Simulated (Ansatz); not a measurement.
**Ca3S: from a trial structure to a relaxed crystal**

Computed with DFT PBE, scalar-relativistic, plane waves, PAW (Ansatz). Cutoff 420 eV, Γ-centred k mesh, Gaussian smearing, no spin polarisation in the final step.

Ca3S was placed on the anti-ReO3 structure type (Pm-3m, No. 221), with S in place of Re, Ca in place of O, at a guessed volume.

```
CELL_PARAMETERS angstrom
5.11092 0.00000 0.00000
0.00000 5.11092 0.00000
0.00000 0.00000 5.11092
ATOMIC_POSITIONS crystal
Ca 0.50000 0.00000 0.00000
Ca 0.00000 0.50000 0.00000
Ca 0.00000 0.00000 0.50000
S 0.00000 0.00000 0.00000
```

Cell and atoms relax at zero pressure; the relaxation can't lower the symmetry of the start. After a coarse first stage the cell is made exact in the group found at 0.06 Å.

Formation energies are uncorrected and refer to the elements' standard structures at the same level.

Q: Which crystal results?

A: It keeps Pm-3m (No. 221). The result has the ReO3 structure. Conventional cell: a = 5.554 Å. Ca has 2 S at 2.78 Å; around S lie 6 Ca at 2.78 Å.

```
Ca S
1.0
     5.55381    0.00000    0.00000
     0.00000    5.55381    0.00000
     0.00000    0.00000    5.55381
Ca S
3 1
Direct
  0.50000 0.00000 0.00000
  0.00000 0.50000 0.00000
  0.00000 0.00000 0.50000
  0.00000 0.00000 0.00000
```

Q: What are its volume, energy, density and gap?

A: The volume per atom is 42.83 Å³. The density is 1.48 g/cm³. The energy over the elements is -0.60 eV/atom and the gap on the 8×8×8 mesh is 0 eV (a metal).

The final run used a 8×8×8 mesh on its 4-atom cell and 0.10 eV smearing. For metals, differences of a few meV/atom aren't resolved. Symmetry constrained the relaxation, so the result can be a saddle point. The steps took about 50 core-seconds in all.

Cost: 3 runs of about 0.81 core-minutes in all, on Arm Neoverse V1 (shared hosts).